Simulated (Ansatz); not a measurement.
One crystal and one scan (scan of one atom of the cell) at two levels, PBE (plane waves to 420 eV, PAW, scalar-relativistic; Ansatz, an electronic-structure program) and r2SCAN (plane waves to 500 eV, PAW, scalar-relativistic; Ansatz), each from its own relaxed cell and on its own mesh.

The crystal is AlSb (zinc blende); one Al atom of a 2-atom cell moves by s along Cartesian [111], with its periodic images.

Energies are smeared free energies. AlSb was relaxed with its symmetry unable to fall. Spin-orbit coupling is left out, though Sb is heavy. Both scans cover s from -0.270 to 0.270 Å.

| quantity | run 1 | run 2 |
|---|---|---|
| Lattice constant a (Å) | 6.177 | 6.226 |
| Energy at s = 0.270 Å (meV/cell) | 219 | 206 |
| Force along the line at s = -0.270 Å (eV/Å) | 3.144 | 2.915 |
| Force constant k = d²E/ds² at s = 0 (finite differences) (eV/Å²) | 8.01 | 7.49 |
| Zone-centre optical wavenumber from k (transverse: no LO-TO term) (cm⁻¹) | 314 | 304 |

### Question
Which run is which level?

### Answer
Run 2 is PBE, run 1 is r2SCAN. PBE gives the higher value for: lattice constant a. PBE gives the lower value for: energy at s = 0.270 Å; force along the line at s = -0.270 Å; force constant k = d²E/ds² at s = 0; zone-centre optical wavenumber from k. Both give the same symmetry of the curve: not even: the negative side lies higher at ±0.270 Å.

(A displaced cell: forces are minus the slopes of the energy, force constants its curvatures, and phonons follow from these.)
